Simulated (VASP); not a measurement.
A run of VASP 6.6.1:

File INCAR:

```
SYSTEM = Al2O3
PREC     = Accurate       ! precision mode
ENCUT    = 520            ! plane-wave cutoff, eV
EDIFF    = 1E-8           ! SCF threshold, eV
ISMEAR   = 0              ! smearing method
SIGMA    = 0.01           ! smearing width, eV
LREAL    = .False.        ! projectors in reciprocal space
LASPH    = .True.         ! aspherical terms in the spheres
NELM     = 100            ! most SCF steps
ALGO     = Fast           ! electronic algorithm
ISIF     = 2              ! what is computed and relaxed
LWAVE    = .False.        ! write WAVECAR
LCHARG   = .False.        ! write CHGCAR
GGA      = PS             ! functional
LEFG     = .True.       
NBANDS   = 35             ! bands
```

Contents of KPOINTS:

```
Automatic mesh
0
Gamma
  6 6 6
  0 0 0
```

File POSCAR:

```
Al2O3
1.0
    2.3868967403      1.3780754755      4.3382033482
   -2.3868967403      1.3780754755      4.3382033482
    0.0000000000     -2.7561509511      4.3382033482
Al O
4 6
Direct
    0.3520791479      0.3520791479      0.3520791479
    0.1479208521      0.1479208521      0.1479208521
    0.6479208521      0.6479208521      0.6479208521
    0.8520791479      0.8520791479      0.8520791479
    0.5558606231      0.9441393769      0.2500000000
    0.2500000000      0.5558606231      0.9441393769
    0.9441393769      0.2500000000      0.5558606231
    0.4441393769      0.0558606231      0.7500000000
    0.7500000000      0.4441393769      0.0558606231
    0.0558606231      0.7500000000      0.4441393769
```

Potentials or basis: VASP PAW PBE potentials, release 64 (Al, O).

The run is started by

```console
$ cat potpaw_PBE.64/Al/POTCAR potpaw_PBE.64/O/POTCAR > POTCAR
$ mpirun -np 1 vasp_std > vasp.out
```

Hardware: 1 thread of Intel(R) Xeon(R) Platinum 8259CL CPU @ 2.50GHz (Skylake/Cascade Lake), with other jobs on the host.

Task: How long does it take, and how much memory?

Result: Wall time 2.8 min on 1 thread of Intel(R) Xeon(R) Platinum 8259CL CPU @ 2.50GHz (Skylake/Cascade Lake), on a shared host, peak memory 0.27 GiB. Counts: scf iterations 19, k points 32.
